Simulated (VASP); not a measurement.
A run of VASP 6.6.1 is set up as follows.

The input INCAR:

```
SYSTEM = H
PREC = Accurate
ENCUT = 520
EDIFF = 1E-7
ISMEAR = 0
SIGMA = 0.05
LREAL = .False.
LASPH = .True.
NELM = 100
ALGO = Normal
ISIF = 2
LWAVE = .False.
LCHARG = .True.
GGA = PS
LELF = .True.
LVHAR = .True.
NBANDS = 6
```

Contents of KPOINTS:

```
Automatic mesh
0
Gamma
  14 14 34
  0 0 0
```

The input POSCAR:

```
H
1.0
    2.6938877058      0.0000000000      0.0000000000
    0.0000000000      2.6938877058      0.0000000000
    0.0000000000      0.0000000000      0.9968671518
H
1
Direct
    0.0000000000      0.0000000000      0.5000000000
```

Potentials or basis: VASP PAW PBE potentials, release 64 (H).

Run with:

```bash
$ cat potpaw_PBE.64/H/POTCAR > POTCAR
$ mpirun -np 1 vasp_std > vasp.out
```

What does it give for the band gap on the k mesh?

None (metal or under the smearing width).

Predict the pressure.

-0.3 GPa.

Stress tensor (GPa, compression positive):
```
 0.54  0.00  0.00
 0.00  0.54  0.00
 0.00  0.00 -1.91
```

Caveat: the PAW data sets were made with another functional, which shifts forces and pressure a little.
